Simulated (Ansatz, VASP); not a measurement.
**O2 in VASP and in Ansatz**

```
O
1.0
     9.00000    0.00000    0.00000
     0.00000    9.50000    0.00000
     0.00000    0.00000   10.00000
O
2
Direct
  0.50000 0.50000 0.43910
  0.50000 0.50000 0.56090
```

Alike in both runs: functional PBE; k mesh 1 × 1 × 1; occupations fermi-dirac, width 0.05 eV; collinear spin.

Ansatz relaxed the structure, and its values are those at the end. VASP's run is a single point on that final structure, the one shown.

|  | VASP | Ansatz |
| --- | --- | --- |
| version | VASP 6.6.1 | Ansatz 0.2.0 |
| potentials or method | VASP PAW PBE potentials, release 64 (O) | plane waves, PAW |
| plane-wave cutoff (eV) | 520 | 422 |
| valence electrons in the cell | 12 | 12 |

|  | VASP | Ansatz | Ansatz less VASP |
| --- | --- | --- | --- |
| rms of the force components (eV/Å) | 0.666 | 0.004 | -0.6620 |
| net moment per atom (μB) | 1.00 | 1.00 | 0.000 |
| size of the moment on the site where the two differ most (μB) | 0.81 | 0.56 | -0.252 |

Site moments also hang on the region over which each program counts them. One of these differences is far larger than is usual between the two programs; its cause wasn't traced. The functional is the same, so the differences come from potentials, cutoffs and numerics. Ansatz warned: «end_state_compared».

Caveats: the standard files for N, O and F lose accuracy on very short bonds.
